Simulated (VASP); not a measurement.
# ZnInGaO4 (R3m) in VASP: further runs

One crystal, ZnInGaO4, is run at these levels: LDA; tasks: relaxation of cell and atoms.

Program: VASP 6.6.1. These are calculated values, not measurements. Logs are shortened: lines on timing, memory, paths and dates and some standing lists are left out, and cuts for length are marked.

### Step 1. The structure

Symmetry: R3m, No. 160, trigonal system. Conventional cell: a = 3.361 Å, b = 3.361 Å, c = 26.140 Å, α = 90.00°, β = 90.00°, γ = 120.00°. Around Zn (site symmetry 3m) lie 4 O at 2.01 to 2.02 Å. Around In (site symmetry 3m) lie 6 O at 2.22 to 2.23 Å. Ga (site symmetry 3m) has 5 O at 1.94 to 2.00 Å as nearest neighbours. O (site symmetry 3m) is surrounded by 1 Zn at 2.01 Å and 3 In at 2.22 Å. O (site symmetry 3m) is surrounded by 1 Ga at 1.98 Å and 3 In at 2.23 Å. Around O (site symmetry 3m) lie 3 Ga at 1.94 Å. O (site symmetry 3m) has 1 Ga at 2.00 Å and 3 Zn at 2.02 Å as nearest neighbours.

The cell comes from a database or a generator and needn't be the stable form of this composition.

### Step 2. Relaxation of cell and atoms, LDA

INCAR

```
PREC = Accurate
ENCUT = 600
EDIFF = 1E-6
ISMEAR = 0
SIGMA = 0.03
LREAL = F
LASPH = T
NELM = 80
ALGO = Normal
ISIF = 3
LWAVE = F
LCHARG = F
IBRION = 2
NSW = 90
EDIFFG = -0.01
KPAR = 2
```

KPOINTS

```
regular mesh
0
Gamma
  9 9 9
```

POSCAR

```
ZnInGaO4
1.0
    1.6803268679      0.9701371695      8.7134054620
   -1.6803268679      0.9701371695      8.7134054620
    0.0000000000     -1.9402743390      8.7134054620
Zn In Ga O
1 1 1 4
Direct
    0.2183820000      0.2183820000      0.2183820000
    0.0027680000      0.0027680000      0.0027680000
    0.7870340000      0.7870340000      0.7870340000
    0.2951430000      0.2951430000      0.2951430000
    0.7113580000      0.7113580000      0.7113580000
    0.1217170000      0.1217170000      0.1217170000
    0.8635990000      0.8635990000      0.8635990000
```

Potentials or basis: VASP PAW LDA potentials, release 64 (Zn, In_d, Ga_d, O).

Launch:

```
$ cat potpaw_LDA.64/Zn/POTCAR potpaw_LDA.64/In_d/POTCAR potpaw_LDA.64/Ga_d/POTCAR potpaw_LDA.64/O/POTCAR > POTCAR
$ mpirun -np 2 vasp_std > vasp.out
```

OUTCAR:

```text
PREC = Accurate
   ENCUT = 600
   EDIFF = 1E-6
   ISMEAR = 0
   LREAL = F
   LASPH = T
   NELM = 80
   ISIF = 3
   IBRION = 2
   NSW = 90
   EDIFFG = -0.01

 ion  position               nearest neighbor table
   1  0.218  0.218  0.218-   4 2.01   7 2.02   7 2.02   7 2.02
   2  0.003  0.003  0.003-   4 2.22   4 2.22   4 2.22   5 2.23   5 2.23   5 2.23
   3  0.787  0.787  0.787-   6 1.94   6 1.94   6 1.94   5 1.98   7 2.00
   4  0.295  0.295  0.295-   1 2.01   2 2.22   2 2.22   2 2.22
   5  0.711  0.711  0.711-   3 1.98   2 2.23   2 2.23   2 2.23
   6  0.122  0.122  0.122-   3 1.94   3 1.94   3 1.94
   7  0.864  0.864  0.864-   3 2.00   1 2.02   1 2.02   1 2.02

  LATTYP: Found a trigonal (rhomboedric) cell.
 ALAT       =     8.9268191007
 COS(alpha) =     0.9291362598

  Lattice vectors:

 A1 = (   1.6803268679,   0.9701371695,   8.7134054620)
 A2 = (  -1.6803268679,   0.9701371695,   8.7134054620)
 A3 = (   0.0000000000,  -1.9402743390,   8.7134054620)

Analysis of symmetry for initial positions (statically):
=====================================================================
 Subroutine PRICEL returns:
 Original cell was already a primitive cell.

 Routine SETGRP: Setting up the symmetry group for a
 trigonal (rhombohedral) supercell.

 Subroutine GETGRP returns: Found  6 space group operations
 (whereof  6 operations were pure point group operations)
 out of a pool of 12 trial point group operations.

The static configuration has the point symmetry C_3v.

Analysis of symmetry for dynamics (positions and initial velocities):
=====================================================================
 Subroutine PRICEL returns:
 Original cell was already a primitive cell.

 Routine SETGRP: Setting up the symmetry group for a
 trigonal (rhombohedral) supercell.

 Subroutine GETGRP returns: Found  6 space group operations
 (whereof  6 operations were pure point group operations)
 out of a pool of 12 trial point group operations.

The dynamic configuration has the point symmetry C_3v.

 Subroutine INISYM returns: Found  6 space group operations
 (whereof  6 operations are pure point group operations),
 and found     1 'primitive' translations

----------------------------------------------------------------------------------------

[... 123 lines left out ...]
  volume/ion in A,a.u.               =      12.17        82.16
  Fermi-wavevector in a.u.,A,eV,Ry     =   1.472369  2.782374 29.495673  2.167871
  Thomas-Fermi vector in A             =   2.587392
   LORBIT       =      0    0 simple, 1 ext, 2 COOP (PROOUT), +10 PAW based schemes
   GGA     = CA    functional components
   LHFCALC =     F    Hartree Fock is set to
   AEXX    =    0.0000 exact exchange contribution
   IVDW    =     0    specifies the selected vdW correction
   LEPSILON=     F    determine dielectric tensor
   LRPA    =     F    only Hartree local field effects (RPA)
 conjugate gradient relaxation of ions
 non-spin polarized calculation
 Gauss-broadening in eV      SIGMA  =   0.03
  energy-cutoff  :      600.00
  volume of cell :       85.22
 maximum number of plane-waves:      2872
   NGX = 35   NGY = 35   NGZ = 35

--------------------------------------- Ionic step        1  -------------------------------------------

 number of electron      62.0000007 magnetization

 Free energy of the ion-electron system (eV)
  ---------------------------------------------------
  ext. energy  EPLUGINS =         0.00000000
  ---------------------------------------------------
  free energy    TOTEN  =       -43.46491749 eV

  energy without entropy =      -43.46491749  energy(sigma->0) =      -43.46491749

------------------------ aborting loop because EDIFF is reached ----------------------------------------

  FORCE on cell =-STRESS in cart. coord.  units (eV):
  Direction    XX          YY          ZZ          XY          YZ          ZX
  --------------------------------------------------------------------------------------
  -------------------------------------------------------------------------------------
  Total       -5.9779906     -5.9779906     -5.9769528      0.0000000      0.0000000      0.0000000
  in kB     -112.3827666   -112.3827666   -112.3632576      0.0000000      0.0000000      0.0000000
  external PRESSURE =    -112.3762636 kB  Pullay stress =       0.0000000 kB
[... 104 lines left out ...]
  FREE ENERGIE OF THE ION-ELECTRON SYSTEM (eV)
  ---------------------------------------------------
  free  energy   TOTEN  =       -43.6782614912 eV

  energy  without entropy=      -43.6782614912  energy(sigma->0) =      -43.67826149

[... ionic steps 4 to 10 ...]

--------------------------------------- Ionic step       11  -------------------------------------------

 number of electron      61.9999997 magnetization

------------------------ aborting loop because EDIFF is reached ----------------------------------------
[... 77 lines left out ...]
--------------------------------------- Ionic step       13  -------------------------------------------

 number of electron      61.9999997 magnetization

 Free energy of the ion-electron system (eV)
  ---------------------------------------------------
  ext. energy  EPLUGINS =         0.00000000
  ---------------------------------------------------
  free energy    TOTEN  =       -43.68049568 eV

  energy without entropy =      -43.68049568  energy(sigma->0) =      -43.68049568

 E-fermi :   4.1996     XC(G=0): -11.9321

 val. band max:        4.0455962755   @ k =   0.0000   0.0000   0.0000
 cond. band min:       5.3486181234   @ k =   0.0000   0.0000   0.0000
 fundamental gap:      1.3030218479
 Fermi energy:         4.1995889449

 k-point     1 :       0.0000    0.0000    0.0000
  band No.  band energies     occupation
      1     -14.7600      2.00000
      2     -13.7733      2.00000
      3     -13.1040      2.00000
      4     -12.6035      2.00000
      5      -9.4792      2.00000
      6      -9.4792      2.00000
[... 949 lines left out ...]
     36      12.7706      0.00000
     37      13.0976      0.00000

 [... further k-points ...]

------------------------ aborting loop because EDIFF is reached ----------------------------------------

  FORCE on cell =-STRESS in cart. coord.  units (eV):
  Direction    XX          YY          ZZ          XY          YZ          ZX
  --------------------------------------------------------------------------------------
  -------------------------------------------------------------------------------------
  Total       -0.0617006     -0.0617006     -0.0417174      0.0000000      0.0000000     -0.0000000
  in kB       -1.2434331     -1.2434331     -0.8407181      0.0000000      0.0000000     -0.0000000
  external PRESSURE =      -1.1091947 kB  Pullay stress =       0.0000000 kB
[... 22 lines left out ...]
  FREE ENERGIE OF THE ION-ELECTRON SYSTEM (eV)
  ---------------------------------------------------
  free  energy   TOTEN  =       -43.6804956821 eV

  energy  without entropy=      -43.6804956821  energy(sigma->0) =      -43.68049568

 reached required accuracy - stopping structural energy minimisation
```

It took 1.8 h on 2 MPI ranks of Intel Xeon Platinum 8375C at 2.90GHz (Ice Lake), shared host; peak memory 0.82 GiB.

Results:

- Free energy: -43.6805 eV
- Relaxed volume: 11.36 Å³/atom
- Relaxed cell: a = 8.717 Å, b = 8.717 Å, c = 8.717 Å, α = 21.72°, β = 21.72°, γ = 21.72°
- Space group after relaxing (to 0.05 Å): R3m (No. 160)
- Energy gained by relaxing: 30.8 meV/atom
- Ionic steps: 13
- Pressure after relaxing: -0.1 GPa
- Largest force after relaxing: 0.007 eV/Å
- Band gap on the k mesh: 1.30 eV, direct

Forces in eV/Å, atoms in the order of the input:
```
Zn   0.000  0.000 -0.001
In   0.000  0.000  0.004
Ga   0.000  0.000 -0.002
O    0.000  0.000  0.003
O    0.000  0.000  0.004
O    0.000  0.000 -0.002
O    0.000  0.000 -0.007
```

The path:
| step | energy change (eV) | largest force (eV/Å) | pressure (GPa) | volume (Å³) |
| --- | --- | --- | --- | --- |
| 1 | 0.0000 | 0.1029 | -11.24 | 85.22 |
| 2 | -0.0518 | 0.4218 | 12.36 | 75.12 |
| 3 | -0.2133 | 0.1639 | -0.14 | 79.57 |
| 4 | -0.2133 | 0.1694 | 0.14 | 79.46 |
| 5 | -0.2150 | 0.0850 | 0.29 | 79.40 |
| 6 | -0.2150 | 0.0872 | 0.17 | 79.40 |
| 7 | -0.2155 | 0.0227 | -0.18 | 79.51 |
| 8 | -0.2155 | 0.0239 | -0.12 | 79.51 |
| 9 | -0.2155 | 0.0164 | 0.05 | 79.43 |
| 10 | -0.2155 | 0.0175 | 0.06 | 79.43 |
| 11 | -0.2156 | 0.0119 | 0.03 | 79.44 |
| 12 | -0.2156 | 0.0114 | 0.07 | 79.44 |
| 13 | -0.2156 | 0.0072 | -0.11 | 79.50 |

Final structure:
```
CELL_PARAMETERS angstrom
1.64239 0.94823 8.50818
-1.64239 0.94823 8.50818
0.00000 -1.89646 8.50818
ATOMIC_POSITIONS crystal
Zn 0.21875 0.21875 0.21875
In 0.00280 0.00280 0.00280
Ga 0.78715 0.78715 0.78715
O 0.29497 0.29497 0.29497
O 0.71119 0.71119 0.71119
O 0.12123 0.12123 0.12123
O 0.86392 0.86392 0.86392
```

Levels at points of the mesh, in eV from the valence-band top:
```tsv
k point	band 29	band 30	band 31	band 32	band 33	band 34
(0.00, 0.00, 0.00)	-0.61	0.00	0.00	1.30	4.44	5.06
```

Caveat: spin-orbit coupling is left out, which moves the levels of the heavy elements; an odd mesh through Γ misses points on the zone boundary, where band edges often lie.

### Step 3. Relaxation of cell and atoms, LDA

This run uses another cell than the first one, of 11.36 Å³/atom, 0.933 times its volume.

Changes to INCAR since step 2:

```diff
@@ -2,3 +2,3 @@
 ENCUT = 600
-EDIFF = 1E-6
+EDIFF = 1E-7
 ISMEAR = 0
@@ -14,3 +14,3 @@
 NSW = 90
-EDIFFG = -0.01
+EDIFFG = -0.005
 KPAR = 2
```

KPOINTS is that of step 2.

POSCAR

```
ZnInGaO4                                
1.0
    1.6423858162      0.9482318931      8.5081815427
   -1.6423858162      0.9482318931      8.5081815427
    0.0000000000     -1.8964637861      8.5081815427
  Zn              In              Ga              O             
     1     1     1     4
Direct
     0.2187505306692598    0.2187505306692598    0.2187505306692598
     0.0027971689009319    0.0027971689009319    0.0027971689009319
     0.7871506848507308    0.7871506848507308    0.7871506848507308
     0.2949662994638898    0.2949662994638898    0.2949662994638898
     0.7111902472256791    0.7111902472256791    0.7111902472256791
     0.1212263045891064    0.1212263045891064    0.1212263045891064
     0.8639197643003997    0.8639197643003997    0.8639197643003997
```

Potentials or basis: VASP PAW LDA potentials, release 64 (Zn, In_d, Ga_d, O).

Launch:

```
$ cat potpaw_LDA.64/Zn/POTCAR potpaw_LDA.64/In_d/POTCAR potpaw_LDA.64/Ga_d/POTCAR potpaw_LDA.64/O/POTCAR > POTCAR
$ mpirun -np 2 vasp_std > vasp.out
```

Run time: 28 min. Hardware: 2 MPI ranks of Intel Xeon Platinum 8375C at 2.90GHz (Ice Lake), shared host; peak memory 0.75 GiB.

It converged, with:

* Free energy: -43.6662 eV
* Relaxed volume: 11.35 Å³/atom
* Relaxed cell: a = 8.716 Å, b = 8.716 Å, c = 8.716 Å, α = 21.72°, β = 21.72°, γ = 21.72°
* Space group after relaxing (to 0.05 Å): R3m (No. 160)
* Energy gained by relaxing: 0.0 meV/atom
* Ionic steps: 2
* Pressure after relaxing: 0.1 GPa
* Largest force after relaxing: 0.003 eV/Å
* Band gap on the k mesh: 1.31 eV, direct

Forces on the atoms (eV/Å):
```
Zn   0.000  0.000  0.002
In   0.000  0.000  0.003
Ga   0.000  0.000 -0.001
O    0.000  0.000 -0.001
O    0.000  0.000  0.003
O    0.000  0.000 -0.002
O    0.000  0.000 -0.003
```

Final structure:
```xyz
7
Lattice="1.6420 0.9480 8.5076 -1.6420 0.9480 8.5076 0.0000 -1.8961 8.5076" Properties=species:S:1:pos:R:3 pbc="T T T"
Zn    0.0000    0.0000    5.5830
In    0.0000    0.0000    0.0716
Ga    0.0000    0.0000   20.0901
O     0.0000    0.0000    7.5285
O     0.0000    0.0000   18.1517
O     0.0000    0.0000    3.0939
O     0.0000    0.0000   22.0492
```

Levels at points of the mesh, in eV from the valence-band top:
| k point | band 28 | band 29 | band 30 | band 31 | band 32 | band 33 | band 34 | band 35 |
| --- | --- | --- | --- | --- | --- | --- | --- | --- |
| (0.00, 0.00, 0.00) | -0.84 | -0.61 | 0.00 | 0.00 | 1.31 | 4.44 | 5.06 | 5.65 |

Caveat: spin-orbit coupling is left out, which moves the levels of the heavy elements; an odd mesh through Γ misses points on the zone boundary, where band edges often lie.
